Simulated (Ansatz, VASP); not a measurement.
## One calculation of AlN, two programs

```
Al N
1.0
     3.13026    0.00000    0.00000
    -1.56513    2.71089    0.00000
     0.00000    0.00000    5.01813
Al N
2 2
Cartesian
  0.0000 1.8073 2.4927
  1.5651 0.9036 5.0017
  0.0000 1.8073 4.4073
  1.5651 0.9036 1.8982
```

Alike in both runs: functional PBE; k mesh 12 × 12 × 6; occupations gaussian, width 0.02 eV; no spin polarisation.

Ansatz relaxed the structure, and its values are those at the end. VASP's run is a single point on that final structure, the one shown.

|  | VASP | Ansatz |
| --- | --- | --- |
| version | VASP 6.6.1 | Ansatz 0.2.0 |
| potentials or method | VASP PAW PBE potentials, release 64 (Al, N) | scalar-relativistic, plane waves, PAW |
| plane-wave cutoff (eV) | 520 | 420 |
| valence electrons in the cell | 16 | 16 |

|  | VASP | Ansatz | Ansatz less VASP |
| --- | --- | --- | --- |
| gap on the k mesh at the Fermi level (eV) | 4.04 | 4.03 | -0.009 |
| least direct gap on the mesh (eV) | 4.04 | 4.03 | -0.009 |
| pressure (GPa) | -0.3 | 0.0 | +0.26 |

A k mesh can miss the band edges.
